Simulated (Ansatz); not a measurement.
Al (dhcp type) under strong compression

```
CELL_PARAMETERS angstrom
2.84046 0.00000 0.00000
-1.42023 2.45991 0.00000
0.00000 0.00000 9.47417
ATOMIC_POSITIONS crystal
Al 0.00000 0.00000 0.00000
Al 0.00000 0.00000 0.50000
Al 0.33333 0.66667 0.25000
Al 0.66667 0.33333 0.75000
```

The cell comes from a relaxation on PAW files under the same functional, begun from a prototype that needn't be the stable phase.

Its volume is scaled, and at each volume shape and atoms are relaxed on PAW files; all methods then take that cell.

Level of theory: DFT with PBE, scalar-relativistic, in Ansatz 0.2.0; a Γ-centred 14×14×4 k mesh, Fermi–Dirac smearing of 0.08 eV, no spin polarisation. LAPW: all electrons, basis error target 1 meV/atom; PAW: frozen-core files, cutoff 420 eV; crystal datasets: all electrons, by PAW datasets that the program makes for each cell; norm-conserving: pseudopotentials, cutoff 544 eV; PAW (partial waves polarizable): frozen-core files, cutoff 420 eV.

Energies are extrapolated to zero smearing and count from the unscaled cell; pressure is positive in compression; gaps take the mesh and a band path. No temperature or zero-point motion is included.

| V/V0 | V (Å³/atom) | P LAPW (GPa) | ΔE LAPW (eV/atom) | P PAW − LAPW (GPa) | ΔE PAW − LAPW (meV/atom) | space group | shortest distance (Å) |
| --- | --- | --- | --- | --- | --- | --- | --- |
| 1.00 | 16.55 | 0.02 | 0.000 | 0.00 | 0.0 | P6_3/mmc | ? |
| 0.85 | 14.07 | ? | 0.119 | 0.06 | 0.5 | P6_3/mmc | 2.700 |
| 0.75 | 12.41 | 41.4 | 0.414 | 0.19 | 1.7 | P6_3/mmc | 2.592 |
| 0.55 | 9.10 | 161.5 | 2.259 | 0.88 | 11.7 | P6_3/mmc | 2.343 |
| 0.40 | 6.62 | 458.6 | 6.621 | 0.51 | 27.7 | P6_3/mmc | 2.105 |

**Question.** What belongs in the row "1.00", column "shortest distance (Å)"?

**Answer.** 2.840.

**Question.** What belongs in the row "0.85", column "P LAPW (GPa)"?

**Answer.** 17.96.

**Question.** Fit the Vinet equation to the LAPW pressures over the whole range, with residuals weighted by 1/(|P| + 0.03·Pmax).

**Answer.** V0 = 16.56 Å³/atom, B0 = 75.9 GPa and B0′ = 4.59, and the fit misses no point by more than 1.7 GPa. A fit over so wide a range pins B0 less well than one near rest.

**Question.** At the smallest volume, how far do crystal datasets and norm-conserving and PAW (partial waves polarizable) lie from LAPW in pressure?

**Answer.** crystal datasets: 0.00 GPa; norm-conserving: -6.96 GPa; PAW (partial waves polarizable): +0.51 GPa, on a LAPW pressure of 458.6 GPa.

**Question.** How do the Löwdin populations by LAPW change from the unscaled cell to the last row?

**Answer.** Al 2s 1.98 → 1.92, Al 3s 0.96 → 0.70, Al 3p 2.02 → 2.35 electrons an atom. These are projections on the shells that the free atoms fill; 0.17 e a cell lies outside them at the start and 0.25 e at the end.
